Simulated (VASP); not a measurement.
# PbS (Galena) (Fm-3m) in VASP: settings compared

One crystal, PbS (Galena), is run at these levels: PBE, LDA, r2SCAN, TB-mBJ; tasks: band structure.

All numbers are computed with VASP 6.6.1; they aren't measurements. Logs are shortened: lines on timing, memory, paths and dates and some standing lists are left out, and cuts for length are marked.

## Step 1: The structure

It takes space group Fm-3m (No. 225, cubic). The conventional cell has a = 5.931 Å, b = 5.931 Å, c = 5.931 Å, α = 90.00°, β = 90.00°, γ = 90.00°. Around Pb (site symmetry m-3m) lie 6 S at 2.97 Å. S (site symmetry m-3m) has 6 Pb at 2.97 Å as nearest neighbours.

## Step 2: Band structure, PBE, spin-orbit coupling, no magnetisation

Input file INCAR:

```
  ALGO = Normal
  EDIFF = 1E-6
  ENCUT = 520
  GGA = PE
  GGA_COMPAT = F
  ISIF = 2
  ISMEAR = 0
  KPAR = 2
  LASPH = T
  LCHARG = F
  LORBIT = 11
  LREAL = F
  LSORBIT = T
  LWAVE = F
  MAGMOM = 0 0 0 0 0 0
  NELM = 60
  PREC = Accurate
  SIGMA = 0.02
```

Input file KPOINTS:

```
k-points
0
Gamma
  6 6 6
```

Input file POSCAR:

```
PbS
1.0
    0.0000000000      2.9657500000      2.9657500000
    2.9657500000      0.0000000000      2.9657500000
    2.9657500000      2.9657500000      0.0000000000
Pb S
1 1
Direct
    0.0000000000      0.0000000000      0.0000000000
    0.5000000000      0.5000000000      0.5000000000
```

Input file KPOINTS_OPT:

```
path GXWKGLUWLK,UX
10
line-mode
reciprocal
 0.0000000000  0.0000000000  0.0000000000  G
 0.5000000000  0.0000000000  0.5000000000  X

 0.5000000000  0.0000000000  0.5000000000  X
 0.5000000000  0.2500000000  0.7500000000  W

 0.5000000000  0.2500000000  0.7500000000  W
 0.3750000000  0.3750000000  0.7500000000  K

 0.3750000000  0.3750000000  0.7500000000  K
 0.0000000000  0.0000000000  0.0000000000  G

 0.0000000000  0.0000000000  0.0000000000  G
 0.5000000000  0.5000000000  0.5000000000  L

 0.5000000000  0.5000000000  0.5000000000  L
 0.6250000000  0.2500000000  0.6250000000  U

 0.6250000000  0.2500000000  0.6250000000  U
 0.5000000000  0.2500000000  0.7500000000  W

 0.5000000000  0.2500000000  0.7500000000  W
 0.5000000000  0.5000000000  0.5000000000  L

 0.5000000000  0.5000000000  0.5000000000  L
 0.3750000000  0.3750000000  0.7500000000  K

 0.6250000000  0.2500000000  0.6250000000  U
 0.5000000000  0.0000000000  0.5000000000  X
```

Potentials or basis: VASP PAW PBE potentials, release 64 (Pb_d, S).

Command:

```bash
> cat potpaw_PBE.64/Pb_d/POTCAR potpaw_PBE.64/S/POTCAR > POTCAR
> mpirun -np 2 vasp_ncl > vasp.out
```

OUTCAR:

```text
EDIFF = 1E-6
   ENCUT = 520
   GGA = PE
   ISIF = 2
   ISMEAR = 0
   LASPH = T
   LORBIT = 11
   LREAL = F
   LSORBIT = T
   NELM = 60
   PREC = Accurate

 ion  position               nearest neighbor table
   1  0.000  0.000  0.000-   2 2.97   2 2.97   2 2.97   2 2.97   2 2.97   2 2.97
   2  0.500  0.500  0.500-   1 2.97   1 2.97   1 2.97   1 2.97   1 2.97   1 2.97

  LATTYP: Found a face centered cubic cell.
 ALAT       =     5.9315000000

  Lattice vectors:

 A1 = (   0.0000000000,   2.9657500000,   2.9657500000)
 A2 = (   2.9657500000,   0.0000000000,   2.9657500000)
 A3 = (   2.9657500000,   2.9657500000,   0.0000000000)

Analysis of symmetry for initial positions (statically):
=====================================================================
 Subroutine PRICEL returns:
 Original cell was already a primitive cell.

 Routine SETGRP: Setting up the symmetry group for a
 face centered cubic supercell.

 Subroutine GETGRP returns: Found 48 space group operations
 (whereof 48 operations were pure point group operations)
 out of a pool of 48 trial point group operations.

The static configuration has the point symmetry O_h .

Analysis of symmetry for dynamics (positions and initial velocities):
=====================================================================
 Subroutine PRICEL returns:
 Original cell was already a primitive cell.

 Routine SETGRP: Setting up the symmetry group for a
 face centered cubic supercell.

 Subroutine GETGRP returns: Found 48 space group operations
 (whereof 48 operations were pure point group operations)
 out of a pool of 48 trial point group operations.

The dynamic configuration has the point symmetry O_h .

Analysis of structural, dynamic, and magnetic symmetry:
=====================================================================
 Subroutine PRICEL returns:
 Original cell was already a primitive cell.

 Routine SETGRP: Setting up the symmetry group for a
 face centered cubic supercell.

 Subroutine GETGRP returns: Found 48 space group operations
 (whereof 48 operations were pure point group operations)
 out of a pool of 48 trial point group operations.

The overall configuration has the point symmetry O_h .

 Subroutine INISYM returns: Found 48 space group operations
 (whereof 48 operations are pure point group operations),
 and found     1 'primitive' translations

----------------------------------------------------------------------------------------

                                     Primitive cell

  volume of cell :      52.1715

  direct lattice vectors                    reciprocal lattice vectors
     0.000000000  2.965750000  2.965750000    -0.168591419  0.168591419  0.168591419
     2.965750000  0.000000000  2.965750000     0.168591419 -0.168591419  0.168591419
     2.965750000  2.965750000  0.000000000     0.168591419  0.168591419 -0.168591419

  length of vectors
     4.194203873  4.194203873  4.194203873     0.292008903  0.292008903  0.292008903

  position of ions in fractional coordinates (direct lattice)
     0.000000000  0.000000000  0.000000000
     0.500000000  0.500000000  0.500000000

  ion indices of the primitive-cell ions
   primitive index   ion index
                 1           1
                 2           2

----------------------------------------------------------------------------------------

 KPOINTS: k-points

Automatic generation of k-mesh.
[... 70 lines left out ...]
   EMIN   =  10.00;   EMAX   =-10.00  energy-range for DOS
   EFERMI =   0.00;   METHOD = LEGACY
   ISMEAR =     0;   SIGMA  =   0.02  broadening in eV -4-tet -1-fermi 0-gaus
   EFERMI_NEDOS =   21; number of points for ismear=-14 and -15
   IALGO  =     38    algorithm
   IMIX   =      4    mixing-type and parameters
     AMIX     =   0.40;   BMIX     =  1.00
     AMIX_MAG =   1.60;   BMIX_MAG =  1.00
  volume/ion in A,a.u.               =      26.09       176.04
  Fermi-wavevector in a.u.,A,eV,Ry     =   1.189251  2.247359 19.242973  1.414319
  Thomas-Fermi vector in A             =   2.325363
   LORBIT       =     11    0 simple, 1 ext, 2 COOP (PROOUT), +10 PAW based schemes
   GGA     = PE    functional components
   LHFCALC =     F    Hartree Fock is set to
   AEXX    =    0.0000 exact exchange contribution
   IVDW    =     0    specifies the selected vdW correction
   LEPSILON=     F    determine dielectric tensor
   LRPA    =     F    only Hartree local field effects (RPA)
 Gauss-broadening in eV      SIGMA  =   0.02
  energy-cutoff  :      520.00
  volume of cell :       52.17
 maximum number of plane-waves:      2840
   NGX = 15   NGY = 15   NGZ = 15

 number of electron      19.9999998 magnetization      -0.0000000     -0.0000000      0.0000000

 number of electron      19.9999998 magnetization       0.0000000      0.0000000     -0.0000000

 number of electron      19.9999998 magnetization       0.0000000      0.0000000      0.0000000

 number of electron      19.9999998 magnetization      -0.0000000     -0.0000000     -0.0000000

 Free energy of the ion-electron system (eV)
  ---------------------------------------------------
  ext. energy  EPLUGINS =         0.00000000
  ---------------------------------------------------
  free energy    TOTEN  =        -9.13474165 eV

  energy without entropy =       -9.13440088  energy(sigma->0) =       -9.13457127

 E-fermi :   5.8019     XC(G=0):  -9.6822

 val. band max:        5.7929049175   @ k =   0.5000   0.0000   0.0000
 cond. band min:       5.8109752752   @ k =   0.5000   0.0000   0.0000
 fundamental gap:      0.0180703577
 Fermi energy:         5.8019400963

 k-point     1 :       0.0000    0.0000    0.0000
  band No.  band energies     occupation
      1     -12.4730      1.00000
      2     -12.4730      1.00000
      3     -12.4730      1.00000
      4     -12.4730      1.00000
      5      -9.9274      1.00000
      6      -9.9274      1.00000
[... 485 lines left out ...]
     27      12.7160      0.00000
     28      12.7160      0.00000

------------------------ aborting loop because EDIFF is reached ----------------------------------------

  FORCE on cell =-STRESS in cart. coord.  units (eV):
  Direction    XX          YY          ZZ          XY          YZ          ZX
  --------------------------------------------------------------------------------------
  -------------------------------------------------------------------------------------
  Total        0.5906819      0.5906819      0.5906819     -0.0000000     -0.0000000      0.0000000
  in kB       18.1397226     18.1397226     18.1397226     -0.0000000     -0.0000000      0.0000000
  external PRESSURE =      18.1397226 kB  Pullay stress =       0.0000000 kB

 VOLUME and BASIS-vectors are now :
 -----------------------------------------------------------------------------
  energy-cutoff  :      520.00
  volume of cell :       52.17
      direct lattice vectors                 reciprocal lattice vectors
     0.000000000  2.965750000  2.965750000    -0.168591419  0.168591419  0.168591419
     2.965750000  0.000000000  2.965750000     0.168591419 -0.168591419  0.168591419
     2.965750000  2.965750000  0.000000000     0.168591419  0.168591419 -0.168591419

 POSITION                                       TOTAL-FORCE (eV/Angst)
 -----------------------------------------------------------------------------------
      0.00000      0.00000      0.00000         0.000000     -0.000000     -0.000000
      2.96575      2.96575      2.96575        -0.000000      0.000000      0.000000
 -----------------------------------------------------------------------------------
    total drift:                                0.000000     -0.000000     -0.000000

  FREE ENERGIE OF THE ION-ELECTRON SYSTEM (eV)
  ---------------------------------------------------
  free  energy   TOTEN  =        -9.1347416505 eV

  energy  without entropy=       -9.1344008833  energy(sigma->0) =       -9.13457127

 Spin-Orbit-Coupling matrix elements

 Ion:    1  E_soc:     -0.7908394
 l=   1
     0.0000000    -0.0650742    -0.0650742
    -0.0650742     0.0000000    -0.0650742
    -0.0650742    -0.0650742     0.0000000
 l=   2
     0.0000000    -0.0134518     0.0000000    -0.0134518    -0.0532806
    -0.0134518     0.0000000    -0.0399605    -0.0134518    -0.0133202
     0.0000000    -0.0399605     0.0000000    -0.0399605     0.0000000
    -0.0134518    -0.0134518    -0.0399605     0.0000000    -0.0133202
    -0.0532806    -0.0133202     0.0000000    -0.0133202     0.0000000
 l=   3
     0.0000000     0.0000000     0.0000000     0.0000000     0.0000000     0.0000000     0.0000000
     0.0000000     0.0000000     0.0000000     0.0000000     0.0000000     0.0000000     0.0000000
     0.0000000     0.0000000     0.0000000     0.0000000     0.0000000     0.0000000     0.0000000
     0.0000000     0.0000000     0.0000000     0.0000000     0.0000000     0.0000000     0.0000000
     0.0000000     0.0000000     0.0000000     0.0000000     0.0000000     0.0000000     0.0000000
     0.0000000     0.0000000     0.0000000     0.0000000     0.0000000     0.0000000     0.0000000
     0.0000000     0.0000000     0.0000000     0.0000000     0.0000000     0.0000000     0.0000000

 Ion:    2  E_soc:     -0.0038444
 l=   1
     0.0000000    -0.0006407    -0.0006407
    -0.0006407     0.0000000    -0.0006407
    -0.0006407    -0.0006407     0.0000000
 l=   2
     0.0000000     0.0000000     0.0000000     0.0000000     0.0000000
     0.0000000     0.0000000     0.0000000     0.0000000     0.0000000
     0.0000000     0.0000000     0.0000000     0.0000000     0.0000000
     0.0000000     0.0000000     0.0000000     0.0000000     0.0000000
     0.0000000     0.0000000     0.0000000     0.0000000     0.0000000
 l=   3
     0.0000000     0.0000000     0.0000000     0.0000000     0.0000000     0.0000000     0.0000000
     0.0000000     0.0000000     0.0000000     0.0000000     0.0000000     0.0000000     0.0000000
     0.0000000     0.0000000     0.0000000     0.0000000     0.0000000     0.0000000     0.0000000
     0.0000000     0.0000000     0.0000000     0.0000000     0.0000000     0.0000000     0.0000000
     0.0000000     0.0000000     0.0000000     0.0000000     0.0000000     0.0000000     0.0000000
     0.0000000     0.0000000     0.0000000     0.0000000     0.0000000     0.0000000     0.0000000
     0.0000000     0.0000000     0.0000000     0.0000000     0.0000000     0.0000000     0.0000000

 total charge

# of ion       s       p       d       tot
------------------------------------------
    1        1.479   0.527   9.848  11.854
    2        1.354   2.328   0.000   3.682
--------------------------------------------------
tot          2.833   2.855   9.848  15.535

 magnetization (x)

# of ion       s       p       d       tot
------------------------------------------
    1       -0.000   0.000   0.000   0.000
    2       -0.000   0.000   0.000  -0.000
--------------------------------------------------
tot         -0.000   0.000   0.000   0.000

 magnetization (y)

# of ion       s       p       d       tot
------------------------------------------
    1       -0.000   0.000   0.000  -0.000
    2        0.000   0.000   0.000   0.000
--------------------------------------------------
tot          0.000   0.000   0.000   0.000

 magnetization (z)

# of ion       s       p       d       tot
------------------------------------------
    1        0.000  -0.000   0.000   0.000
    2        0.000   0.000   0.000   0.000
--------------------------------------------------
tot          0.000  -0.000   0.000   0.000
```

It took 44 s on 2 MPI ranks of Intel Xeon 6975P-C (Granite Rapids), shared host; peak memory 0.31 GiB.

Results:

- Free energy: -9.1347 eV
- Pressure: 1.8 GPa
- Valence electrons inside the program's atomic spheres: Pb 11.85; S 3.68

## Step 3: Band structure, LDA, spin-orbit coupling, no magnetisation

Edit INCAR of step 2 so:

```diff
@@ -3,3 +3,3 @@
   ENCUT = 520
-  GGA = PE
+  GGA = CA
   GGA_COMPAT = F
```

KPOINTS is that of step 2.

POSCAR is that of step 2.

KPOINTS_OPT is that of step 2.

Potentials or basis: VASP PAW LDA potentials, release 64 (Pb_d, S).

Command:

```bash
> cat potpaw_LDA.64/Pb_d/POTCAR potpaw_LDA.64/S/POTCAR > POTCAR
> mpirun -np 2 vasp_ncl > vasp.out
```

Wall time 40 s (2 MPI ranks of Intel Xeon 6975P-C (Granite Rapids), shared host); peak memory 0.28 GiB.

It converged, with:

```
Free energy                                           : -10.3819 eV
Pressure                                              : -3.2 GPa
Valence electrons inside the program's atomic spheres : Pb 11.86; S 3.65
```

## Step 4: Band structure, r2SCAN, spin-orbit coupling, no magnetisation

Edit INCAR of step 3 so:

```diff
@@ -3,3 +3,2 @@
   ENCUT = 520
-  GGA = CA
   GGA_COMPAT = F
@@ -10,2 +9,3 @@
   LCHARG = F
+  LMIXTAU = T
   LORBIT = 11
@@ -15,2 +15,3 @@
   MAGMOM = 0 0 0 0 0 0
+  METAGGA = R2SCAN
   NELM = 60
```

KPOINTS is that of step 3.

POSCAR is that of step 3.

KPOINTS_OPT is that of step 3.

Potentials or basis: VASP PAW PBE potentials, release 64 (Pb_d, S).

Command:

```bash
> cat potpaw_PBE.64/Pb_d/POTCAR potpaw_PBE.64/S/POTCAR > POTCAR
> mpirun -np 2 vasp_ncl > vasp.out
```

It took 3 min on 2 MPI ranks of Intel Xeon 6975P-C (Granite Rapids), shared host; peak memory 0.38 GiB.

It converged, with:

| Quantity | Value |
| --- | --- |
| Free energy | -65.9641 eV |
| Pressure | 1.0 GPa |
| Valence electrons inside the program's atomic spheres | Pb 11.83; S 3.70 |

Caveat: the PAW data sets were made with another functional, which shifts forces and pressure a little.

## Step 5: Band structure, TB-mBJ, spin-orbit coupling, no magnetisation

POSCAR is that of step 4.

Input file INCAR.step1:

```
  ALGO = Normal
  EDIFF = 1E-5
  ENCUT = 520
  GGA = PE
  GGA_COMPAT = F
  ISIF = 2
  ISMEAR = 0
  KPAR = 2
  LASPH = T
  LCHARG = F
  LORBIT = 11
  LREAL = F
  LSORBIT = T
  LWAVE = T
  MAGMOM = 0 0 0 0 0 0
  NELM = 60
  PREC = Accurate
  SIGMA = 0.02
```

Input file INCAR.step2:

```
  ALGO = Normal
  EDIFF = 1E-6
  ENCUT = 520
  GGA_COMPAT = F
  ISIF = 2
  ISMEAR = 0
  ISTART = 1
  KPAR = 2
  LASPH = T
  LCHARG = F
  LORBIT = 11
  LREAL = F
  LSORBIT = T
  LWAVE = F
  MAGMOM = 0 0 0 0 0 0
  METAGGA = MBJ
  NELM = 60
  PREC = Accurate
  SIGMA = 0.02
```

KPOINTS is that of step 4.

KPOINTS_OPT is that of step 4.

Command:

```bash
> cat potpaw_PBE.64/Pb_d/POTCAR potpaw_PBE.64/S/POTCAR > POTCAR
> cp INCAR.step1 INCAR
> mpirun -np 2 vasp_ncl > vasp.out
> cp INCAR.step2 INCAR
> mpirun -np 2 vasp_ncl > vasp.out
```

Run time: 2.4 min. Hardware: 2 MPI ranks of Intel Xeon 6975P-C (Granite Rapids), shared host; peak memory 0.36 GiB.

Results (log left out):

| Quantity | Value |
| --- | --- |
| Valence electrons inside the program's atomic spheres | Pb 11.69; S 3.91 |

Caveat: the PAW data sets were made with another functional, which shifts forces and pressure a little.

## Step 6: Overview

| level | potentials or basis | pressure (GPa) |
| --- | --- | --- |
| PBE | VASP PAW PBE potentials, release 64 (Pb_d, S) | 1.8 |
| LDA | VASP PAW LDA potentials, release 64 (Pb_d, S) | -3.2 |
| r2SCAN | VASP PAW PBE potentials, release 64 (Pb_d, S) | 1.0 |
| TB-mBJ | VASP PAW PBE potentials, release 64 (Pb_d, S) | - |

Alike in all rows: task band structure; spin SOC, no magnetisation; cell as given; k mesh 6 × 6 × 6; cutoff (eV) 520; smearing gaussian 0.02 eV.

Caveats: the PAW data sets were made with another functional, which shifts forces and pressure a little (some runs).

Total energies depend on the potentials used, so only differences within one code and one set of settings carry meaning.
